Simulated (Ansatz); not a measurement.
Planning a run of Ansatz 0.2.0 on Si3N4 (P6_3/m). The input:

```yaml
crystal:
  lattice:
    - [7.6044, 0.0, 0.0]
    - [-3.8022, 6.5856035805, 0.0]
    - [0.0, 0.0, 2.964426]
  atoms:
    - { symbol: Si, position: [0.7688626153, 0.1741273864, 0.25] }
    - { symbol: Si, position: [0.594735229, 0.7688626153, 0.75] }
    - { symbol: Si, position: [0.8258726136, 0.594735229, 0.25] }
    - { symbol: Si, position: [0.2311373847, 0.8258726136, 0.75] }
    - { symbol: Si, position: [0.405264771, 0.2311373847, 0.25] }
    - { symbol: Si, position: [0.1741273864, 0.405264771, 0.75] }
    - { symbol: "N", position: [0.0318549608, 0.329878887, 0.25] }
    - { symbol: "N", position: [0.7019760737, 0.0318549608, 0.75] }
    - { symbol: "N", position: [0.670121113, 0.7019760737, 0.25] }
    - { symbol: "N", position: [0.9681450392, 0.670121113, 0.75] }
    - { symbol: "N", position: [0.2980239263, 0.9681450392, 0.25] }
    - { symbol: "N", position: [0.329878887, 0.2980239263, 0.75] }
    - { symbol: "N", position: [0.6666666667, 0.3333333333, 0.25] }
    - { symbol: "N", position: [0.3333333333, 0.6666666667, 0.75] }
kpoints:
  mp_grid: { grid: [3, 3, 4] }
hamiltonian:
  xc: pbe
  pseudopotentials: { kind: paw, azcp: { folder: soft_1 } }
scf:
  occupations: { method: fixed }
gw:
  n_empty_bands: 547
  ecut_chi: 140
  qp_bands: [v4, c4]
  qp_kpoints: band_edges
  screening: { model: contour_deformation }
```

```sh
ansatz run input.yaml --threads 3 --pin off --max-ram 92160MiB --backend cuda --events-out ev --progress --plain --runs-dir out --devices 1 --max-vram 13GiB
```

Question: Estimate wall time and host memory on 1 × NVIDIA H100 80GB HBM3 (shared by 6 runs) with 3 threads of AMD EPYC 7R13 (Zen 3), shared host.

It took 21 s; on shared hardware allow 11 s to 43 s. Peak host memory was 1.8 GiB. The sizes that set the cost: 2883 plane waves a state, 9 irreducible k points, 579 bands summed, 539 plane waves in the screening and 9 SCF cycles.

The screening grows as filled bands × empty bands × pairs of k points, times the square of the screening basis for the matrix.

[Paths, hosts, dates, memory and timing lines, banners, echoed tables and standing remarks are left out of the program output.]

[Logs are printed without paths, hosts, clocks, repeated set-up lines and the standing remarks that a program may print on its own settings, such as how far it seeks lower states.]

[Runs of the session that timed out or met a known fault of the program may be left out.]

[Cells called generated may have been cut or substituted from an entry of the Crystallography Open Database or the Materials Project.]

[Hosts, paths, dates, database ids (printed as entryN), source tags and the programs' standing remarks are cut or masked in the printed files.]
